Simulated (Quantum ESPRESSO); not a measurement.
Cr, 1 atom in the cell. It takes space group Im-3m (No. 229, cubic). The conventional cell has a = 2.969 Å, b = 2.969 Å, c = 2.969 Å, α = 90.00°, β = 90.00°, γ = 90.00°. Cr (site symmetry m-3m) has 8 Cr at 2.57 Å as nearest neighbours. 

* Program: Quantum ESPRESSO 7.5
* Task: single point
* Functional: PBE
* Potentials or basis: SSSP 1.3 efficiency PBE
* Cutoff: 748 eV
* Density cutoff: 5987 eV
* k mesh: 12 × 12 × 12
* Occupations: fermi-dirac, width 0.05 eV
* Spin: collinear spin, ferromagnetic start
* Starting moments: [4.5] μB
* Mixing beta: 0.3
* Most SCF iterations: 120
* SCF threshold: 2e-10 Ry

Potentials or basis: SSSP 1.3 efficiency PBE.

Launch:

```console
$ OMP_NUM_THREADS=1 pw.x -in pw.in > pw.out
```

Hardware: 1 thread of Arm Neoverse V1, on a shared host.

Q: Estimate the wall time of this run.

A: Wall time 55 s on 1 thread of Arm Neoverse V1, with other jobs on the host, peak memory 0.09 GiB. Counts: scf iterations 25, k pools 1, bands 16, k points 72, g dense 13811.
